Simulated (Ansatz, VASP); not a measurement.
CdF2 in VASP and in Ansatz

File INCAR:

```
SYSTEM = CdF2
  PREC = Accurate
  ENCUT = 520
  EDIFF = 1E-6
  ISMEAR = 0
  SIGMA = 0.05
  LREAL = .FALSE.
  LASPH = .TRUE.
  NELM = 100
  ALGO = Normal
  ISIF = 2
  LWAVE = .FALSE.
  LCHARG = .FALSE.
  GGA = RE
  IVDW = 13
  NBANDS = 20
```

File KPOINTS:

```
regular mesh
0
G
  8 8 8
  0 0 0
```

File POSCAR:

```
CdF2
1.0
    0.0000000000      2.7010956981      2.7010956981
    2.7010956981      0.0000000000      2.7010956981
    2.7010956981      2.7010956981      0.0000000000
Cd F
1 2
Direct
    0.0000000000      0.0000000000      0.0000000000
    0.2500000000      0.2500000000      0.2500000000
    0.7500000000      0.7500000000      0.7500000000
```

Input for Ansatz:

```yaml
crystal:
  lattice:
    - [0.0, 2.7010956981, 2.7010956981]
    - [2.7010956981, 0.0, 2.7010956981]
    - [2.7010956981, 2.7010956981, 0.0]
  atoms:
    - { symbol: Cd, position: [0.0, 0.0, 0.0] }
    - { symbol: F, position: [0.25, 0.25, 0.25] }
    - { symbol: F, position: [0.75, 0.75, 0.75] }
basis:
  ecutwfc: 420
  ecutrho_ratio: 4
kpoints:
  mp_grid: { grid: [8, 8, 8] }
hamiltonian:
  xc: revpbe
  dispersion: d4
scf:
  occupations: { method: gaussian, width: 0.05 }
output:
  forces: true
  stress: true
  eigenvalues: true
```

Alike in both runs: task single point; functional revPBE; dispersion D4; k mesh 8 × 8 × 8; occupations gaussian, width 0.05 eV; no spin polarisation.

|  | VASP | Ansatz |
| --- | --- | --- |
| version | VASP 6.6.1 | Ansatz 0.2.0 |
| potentials or method | VASP PAW PBE potentials, release 64 (Cd, F) | scalar-relativistic, plane waves, PAW |
| plane-wave cutoff (eV) | 520 | 420 |
| valence electrons in the cell | 26 | 34 |

|  | VASP | Ansatz | Ansatz less VASP |
| --- | --- | --- | --- |
| gap on the k mesh at the Fermi level (eV) | 3.20 | 3.23 | +0.034 |
| least direct gap on the mesh (eV) | 3.71 | 3.74 | +0.032 |
| pressure (GPa) | 4.9 | 4.1 | -0.73 |
| dispersion energy (meV/atom) | -345.3 | -345.4 | -0.08 |

The two sets of potentials don't hold the same shells in valence.

Caveats: the PAW data sets were made with another functional, which shifts forces and pressure a little (VASP). A hybrid or GW would open this gap; revPBE tends to underestimate it. A k mesh can miss the band edges.
